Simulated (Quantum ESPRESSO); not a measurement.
## SnSe under changes of volume

One of the cells (27.271 Å³/atom); the others are scaled copies at fixed shape and fractional positions:

```
Sn Se
1.0
     0.00000    3.01000    3.01000
     3.01000    0.00000    3.01000
     3.01000    3.01000    0.00000
Sn Se
1 1
Direct
  0.00000 0.00000 0.00000
  0.50000 0.50000 0.50000
```

Measurements of this composition are mostly on another form, of space group No. 62.

| Item | Value |
| --- | --- |
| Program | Quantum ESPRESSO 7.5 |
| Functional | LDA |
| Potentials or basis | PseudoDojo 0.4.1 SR LDA standard |
| Cutoff | 1170 eV |
| Density cutoff | 4680 eV |
| k mesh | 8 × 8 × 8 |
| Occupations | fermi-dirac, width 0.05 eV |
| Spin | no spin polarisation |

| volume (Å³/atom) | energy over the lowest point (meV/atom) | pressure (GPa) | gap on the mesh (eV) |
| --- | --- | --- | --- |
| 25.635 | 0.00 | -0.1 | 0.77 |
| 26.180 | 2.54 | -1.3 | 0.75 |
| 26.725 | ? | ? | ? |
| 27.271 | 18.82 | -3.4 | 0.61 |
| 27.816 | 31.77 | -4.2 | 0.53 |
| 28.362 | 47.47 | -5.0 | 0.45 |
| 28.907 | 65.63 | -5.7 | 0.38 |

Question: What does the run at 26.725 Å³/atom give?

Answer: Energy over the lowest point 8.95 meV/atom; pressure -2.4 GPa; gap on the mesh 0.69 eV.

Worked out: A Birch-Murnaghan fit of order 3 (a polynomial in V^(-2/3)) to the other rows has its minimum at 25.58 Å³/atom, just outside them, with B0 = V·E''(V) = 60 GPa and B' = 4.3. It gives 8.95 meV/atom at 26.725 Å³/atom, against the run's 8.95, and -dE/dV = -2.4 GPa, against -2.4. A parabola through the other rows of the gap, of slope -3 eV per unit of ln V there, gives 0.68 eV, against the run's 0.69.

Energies are extrapolated to zero smearing.

Caveats: spin-orbit coupling is left out, which moves the levels of the heavy elements.

A mesh can miss the band edges.
